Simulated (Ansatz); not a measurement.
An Ansatz (a program for electronic structure) run: BeO with a change (isotropic strain −5.68 %); Ansatz, r2SCAN, PAW, cutoff 500 eV, no spin-orbit coupling.

Input:

Ansatz 0.2 input:
```yaml
crystal:
  lattice:
    - [2.5376678024, 0, 0]
    - [-1.2688339012, 2.1976847832, 0]
    - [0, 0, 4.1216730569]
  atoms:
    - { symbol: Be, position: [0.6666666667, 0.3333333333, 0.0014488758] }
    - { symbol: Be, position: [0.3333333333, 0.6666666667, 0.5014488758] }
    - { symbol: O, position: [0.6666666667, 0.3333333333, 0.6237511242] }
    - { symbol: O, position: [0.3333333333, 0.6666666667, 0.1237511242] }
basis: { ecutwfc: 500, ecutrho_ratio: 4, xc_grid: 4, fft_grid_basis: typed }
kpoints: { mp_grid: { grid: [14, 14, 8] } }
hamiltonian:
  xc: r2scan
  dispersion: none
  pseudopotentials: { kind: paw }
scf: { occupations: { method: fermi_dirac, width: 0.05 }, convergence: { dr2_threshold: 0.0000000004 } }
relax: { f_tol: 0.005, max_steps: 50 }
output: { forces: true, stress: true }
checkpoint: { write: state.ck, write_every: 1000 }
```

Output (explanatory and most iteration lines left out):

```
Relaxation: its limit of steps is 50 (relax.max_steps)
Pseudopotential: Be, paw, valence charge 2
Pseudopotential: O, paw, valence charge 6
Crystal: 4 atoms, lattice volume = 22.987 Å³
Basis set: ecut = 500 eV, 579 PW (Γ), exchange–correlation on 80×80×128 points (64 copies of the dense FFT grid, shifted against one another)
Bands: 12, of which v1, the nominal top of the filled ones, is band 8 counted from 1 (7 counted from 0)
Symmetry: 12 space group operations
Space group: P63mc (ITA 186), of the structure as read, at distance tolerance 2.8e-5 Å
k-points: 120 of 1568 (time reversal used)
Functional: x = r2scan, c = r2scan; τ floored in thin density (d = 2e-4 eV/Å³)
SCF iter   1: F=—  HF=-1329.582852 eV  |F-HF|=—  |Δ(HF+E_count)|=         —  Δρ=8.81e-3  dr2=1.32e-2  dr2_τ=4.01e-1  ethr=1.77e-3  ⟨swp⟩=6.2  Hψ=9522  notcnv=0
SCF iter   2: F=—  HF=-1329.894625 eV  |F-HF|=—  |Δ(HF+E_count)|=   3.12e-1  Δρ=5.80e-3  dr2=3.58e-3  dr2_τ=3.77e-4  ethr=8.26e-5  ⟨swp⟩=3.0  Hψ=4276  notcnv=0
SCF 1 converged in 8 iterations: F = -1329.895732 eV  dr2 = 1.05e-10
relax step   1: F+E_penalty+E_count = -1329.89573196 eV  Δ(F+E_penalty+E_count) = +0.000e0 eV  max|allowed force component| = 2.644e-2 eV/Å  Δτ_max = 0.0000 Å  (8 SCF iters, accepted)
Crystal: 4 atoms, lattice volume = 22.987 Å³
SCF iter   1: F=—  HF=-1329.895749 eV  |F-HF|=—  |Δ(HF+E_count)|=         —  Δρ=6.47e-5  dr2=6.94e-7  dr2_τ=3.72e-6  ethr=4.02e-9  ⟨swp⟩=2.2  Hψ=6302  notcnv=0
SCF iter   2: F=—  HF=-1329.895749 eV  |F-HF|=—  |Δ(HF+E_count)|=   1.63e-7  Δρ=2.50e-5  dr2=9.94e-8  dr2_τ=4.98e-9  ethr=4.02e-9  ⟨swp⟩=2.1  Hψ=2255  notcnv=0
SCF 2 converged in 4 iterations: F = -1329.895749 eV  dr2 = 3.22e-10
relax step   2: F+E_penalty+E_count = -1329.89574915 eV  Δ(F+E_penalty+E_count) = -1.719e-5 eV  max|allowed force component| = 1.991e-2 eV/Å  Δτ_max = 0.0002 Å  (4 SCF iters, accepted)
Crystal: 4 atoms, lattice volume = 22.987 Å³
SCF iter   1: F=—  HF=-1329.895774 eV  |F-HF|=—  |Δ(HF+E_count)|=         —  Δρ=1.97e-4  dr2=6.43e-6  dr2_τ=3.46e-5  ethr=4.03e-7  ⟨swp⟩=2.0  Hψ=4359  notcnv=0
SCF iter   2: F=—  HF=-1329.895772 eV  |F-HF|=—  |Δ(HF+E_count)|=   1.81e-6  Δρ=7.73e-5  dr2=9.52e-7  dr2_τ=4.37e-8  ethr=4.02e-8  ⟨swp⟩=2.0  Hψ=3067  notcnv=0
SCF 3 converged in 5 iterations: F = -1329.895772 eV  dr2 = 1.37e-10
relax step   3: F+E_penalty+E_count = -1329.89577157 eV  Δ(F+E_penalty+E_count) = -2.242e-5 eV  max|allowed force component| = 1.025e-4 eV/Å  Δτ_max = 0.0006 Å  (5 SCF iters, accepted)
Crystal: 4 atoms, lattice volume = 22.987 Å³
SCF iter   1: F=—  HF=-1329.895772 eV  |F-HF|=—  |Δ(HF+E_count)|=         —  Δρ=1.01e-6  dr2=1.37e-10  dr2_τ=1.68e-11  ethr=1.00e-12  ⟨swp⟩=2.3  Hψ=9883  notcnv=0
SCF iter   2: F=-1329.895772 eV  HF=-1329.895772 eV  |F-HF|=3.87e-12  |Δ(HF+E_count)|=  3.43e-11  Δρ=3.30e-7  dr2=1.25e-11  dr2_τ=2.24e-12  ethr=1.00e-12  ⟨swp⟩=3.8  Hψ=4204  notcnv=0
SCF 4 converged in 2 iterations: F = -1329.895772 eV  dr2 = 1.25e-11
SCF converged after 2 iterations
Free energy (F): -1329.895772 eV
Internal energy: -1329.895772 eV  (E = F + TS)
E sigma→0 (E₀):  -1329.895772 eV
Fermi energy:    12.984049 eV
--- Forces (eV/Å), atoms counted from 1 ---
  atom   1  Be     0.00000000     0.00000000     0.00010991
  atom   2  Be     0.00000000    -0.00000000     0.00010991
  atom   3  O     -0.00000000    -0.00000000    -0.00010139
  atom   4  O      0.00000000     0.00000000    -0.00010139
--- Stress (GPa, compression-positive) ---
       54.640815      -0.000000       0.000000
       -0.000000      54.640815       0.000000
       -0.000000       0.000000      54.941689
  P = ⅓ Tr σ = 54.7411 GPa (547.411 kbar)
--- Relaxed structure (3 steps of the walk, 3 accepted, 0 SCFs on fresh bases) ---
  atoms:
    - { symbol: Be, position: [0.6666666666666667, 0.33333333333333337, 0.001266666269895103] }
    - { symbol: Be, position: [0.33333333333333337, 0.6666666666666667, 0.5012666662698951] }
    - { symbol: O, position: [0.6666666666666667, 0.33333333333333337, 0.6239333337301048] }
    - { symbol: O, position: [0.33333333333333337, 0.6666666666666667, 0.1239333337301049] }
```

Whether these cells are dynamically stable was not tested. The cell was made from BeO in the wurtzite structure (space group P6_3mc, No. 186) by this change: isotropic strain −5.68 %.
